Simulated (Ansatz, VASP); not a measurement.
Pd in VASP and in Ansatz

Contents of INCAR:

```
SYSTEM = Pd
ALGO = Normal
EDIFF = 1E-6
ENCUT = 520
ISIF = 2
ISMEAR = 0
ISPIN = 2
LASPH = .TRUE.
LCHARG = .FALSE.
LMAXMIX = 4
LORBIT = 11
LREAL = .FALSE.
LWAVE = .FALSE.
MAGMOM = 0.5
NBANDS = 15
NELM = 150
PREC = Accurate
SIGMA = 0.1
```

KPOINTS

```
k-points
0
G
  14 14 14
  0 0 0
```

Contents of POSCAR:

```
Pd
1.0
    0.0000000000      1.9202771092      1.9202771092
    1.9202771092      0.0000000000      1.9202771092
    1.9202771092      1.9202771092      0.0000000000
Pd
1
Direct
    0.0000000000      0.0000000000      0.0000000000
```

Input for Ansatz:

```yaml
crystal:
  lattice:
    - [0.0, 1.9202771092, 1.9202771092]
    - [1.9202771092, 0.0, 1.9202771092]
    - [1.9202771092, 1.9202771092, 0.0]
  atoms:
    - { symbol: Pd, position: [0.0, 0.0, 0.0], spin: 0.5 }
hamiltonian:
  xc: lda
  pseudopotentials:
    kind: paw
    azcp:
      Pd: "pseudopotentials/Pd.paw.azcp"
basis:
  ecutwfc: 420
  fft_grid_basis: typed
kpoints:
  mp_grid: { grid: [14, 14, 14], shift: [0, 0, 0] }
magnetization:
  spin_polarized: true
scf:
  occupations: { method: gaussian, width: 0.1 }
  lower_state_search: "off"
output:
  stress: true
  write_density: true
  write_potential: true
  elf: true
  volumetric_format: npy
```

Alike in both runs: task single point; functional LDA; k mesh 14 × 14 × 14; occupations gaussian, width 0.1 eV; collinear spin.

|  | VASP | Ansatz |
| --- | --- | --- |
| version | VASP 6.6.1 | Ansatz 0.2.0 |
| potentials or method | VASP PAW LDA potentials, release 64 (Pd) | plane waves (420 eV) with PAW, scalar-relativistic |
| plane-wave cutoff (eV) | 520 | 420 |
| valence electrons in the cell | 10 | 18 |

|  | VASP | Ansatz | Ansatz less VASP |
| --- | --- | --- | --- |
| pressure (GPa) | 0.2 | 0.0 | -0.20 |
| net moment per atom (μB) | 0.00 | 0.19 | +0.190 |
| size of the moment on the site where the two differ most (μB) | 0.00 | 0.19 | +0.188 |

The net moments differ so much that the two runs ended in different magnetic states, which moves the other rows too. Site moments also hang on the region over which each program counts them. The two sets of potentials don't hold the same shells in valence. Ansatz warned: «pseudo_functional_mismatch».
